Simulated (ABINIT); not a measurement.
AlN: band structure with PBE

The system is AlN.

```
Al N
1.0
     0.00000    2.18399    2.18399
     2.18399    0.00000    2.18399
     2.18399    2.18399    0.00000
Al N
1 1
Direct
  0.00000 0.00000 0.00000
  0.25000 0.25000 0.25000
```

Measurements of this composition are mostly on another form, of space group No. 186.

* Program: ABINIT 10.8.3 (patched build)
* Task: band structure
* Functional: PBE
* Potentials or basis: PseudoDojo NC SR PBE v0.4.1 standard
* Cutoff: 1143 eV
* k mesh: 10 × 10 × 10
* Occupations: fermi-dirac, width 0.05 eV
* Spin: no spin polarisation

```yaml
Pressure: 4.5 GPa
Band_gap_on_the_k_mesh: 3.32 eV, indirect (least direct gap 4.19 eV)
Band_gap_along_the_path: 3.32 eV, indirect (least direct gap 4.19 eV)
Valence_electrons_inside_the_program's_atomic_spheres: Al 1.10; N 5.38
```

Levels at the corners of the path, in eV from the valence-band top:
| point | band 2 | band 3 | band 4 | band 5 | band 6 | band 7 |
| --- | --- | --- | --- | --- | --- | --- |
| Γ | 0.00 | 0.00 | 0.00 | 4.19 | 12.59 | 12.59 |
| X | -4.90 | -1.78 | -1.78 | 3.32 | 8.65 | 13.92 |
| W | -3.77 | -3.44 | -2.70 | 6.05 | 11.45 | 11.98 |
| K | -4.25 | -3.63 | -1.37 | 5.17 | 10.12 | 13.05 |
| Γ | 0.00 | 0.00 | 0.00 | 4.19 | 12.59 | 12.59 |
| L | -5.86 | -0.48 | -0.48 | 7.39 | 9.84 | 11.17 |
| U | -4.25 | -3.63 | -1.37 | 5.17 | 10.12 | 13.05 |
| W | -3.77 | -3.44 | -2.70 | 6.05 | 11.45 | 11.98 |
| L | -5.86 | -0.48 | -0.48 | 7.39 | 9.84 | 11.17 |
| K | -4.25 | -3.63 | -1.37 | 5.17 | 10.12 | 13.05 |

It took 48 s on 1 thread of Arm Neoverse V2, on a shared host, peak memory 0.1 GiB.

PBE gaps usually lie below the measured ones, often by a third to a half.
